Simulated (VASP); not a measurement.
CdS (e600): relaxation of cell and atoms with PBE

CdS (e600):

```
Cd S
1.0
     4.15000    0.00000    0.00000
    -2.07500    3.59401    0.00000
     0.00000    0.00000    6.73700
Cd S
2 2
Cartesian
  0.0000 2.3960 0.0000
  2.0750 1.1980 3.3685
  0.0000 2.3960 2.5264
  2.0750 1.1980 5.8949
```

- Program: VASP 6.6.1
- Task: relaxation of cell and atoms
- Functional: PBE
- Potentials or basis: VASP PAW PBE potentials, release 64 (Cd, S)
- Cutoff: 600 eV
- k mesh: 9 × 9 × 4
- Occupations: gaussian, width 0.02 eV
- Spin: no spin polarisation
- Dipole correction: no
- Further INCAR settings: ALGO = Normal; EDIFF = 1e-07; IBRION = 2; EDIFFG = -0.002; NSW = 100; ISIF = 3

| Property | Result |
| --- | --- |
| Relaxed volume | 26.17 Å³/atom |
| Relaxed cell | a = 4.203 Å, b = 4.203 Å, c = 6.842 Å, α = 90.00°, β = 90.00°, γ = 120.00° |
| Space group after relaxing (to 0.05 Å) | P6_3mc (No. 186) |
| Energy gained by relaxing | 7.7 meV/atom |
| Ionic steps | 9 |
| Pressure after relaxing | 0.0 GPa |
| Band gap on the k mesh | 1.10 eV, direct |

Step by step:
| step | energy change (eV) | largest force (eV/Å) | pressure (GPa) | volume (Å³) |
| --- | --- | --- | --- | --- |
| 1 | 0.0000 | 0.0696 | 2.39 | 100.48 |
| 2 | -0.0278 | 0.0020 | -0.67 | 106.02 |
| 3 | -0.0307 | 0.0150 | 0.00 | 104.66 |
| 4 | -0.0307 | 0.0141 | -0.05 | 104.74 |
| 5 | -0.0308 | 0.0072 | 0.01 | 104.63 |
| 6 | -0.0308 | 0.0064 | 0.02 | 104.62 |
| 7 | -0.0308 | 0.0040 | 0.01 | 104.64 |
| 8 | -0.0308 | 0.0018 | -0.02 | 104.69 |
| 9 | -0.0308 | 0.0007 | 0.00 | 104.67 |

Final structure:
```
Cd S
1.0
     4.20294    0.00000    0.00000
    -2.10147    3.63985    0.00000
     0.00000    0.00000    6.84183
Cd S
2 2
Cartesian
  0.0000 2.4266 6.8366
  2.1015 1.2133 3.4157
  0.0000 2.4266 2.5709
  2.1015 1.2133 5.9918
```

Levels at points of the mesh, in eV from the valence-band top:
| k point | band 14 | band 15 | band 16 | band 17 | band 18 | band 19 | band 20 | band 21 | band 22 |
| --- | --- | --- | --- | --- | --- | --- | --- | --- | --- |
| (0.00, 0.00, 0.00) | -0.69 | -0.69 | -0.04 | 0.00 | 0.00 | 1.10 | 2.73 | 6.48 | 6.48 |
| (0.00, 0.00, 0.50) | -2.35 | -0.35 | -0.35 | -0.35 | -0.35 | 2.75 | 2.75 | 6.13 | 6.13 |

Wall time 4.5 min on 1 thread of Intel(R) Xeon(R) Platinum 8488C (Sapphire Rapids), with other jobs on the host, peak memory 0.31 GiB.

PBE gaps usually lie below the measured ones, often by a third to a half. Zero-point motion and thermal expansion aren't in these numbers.
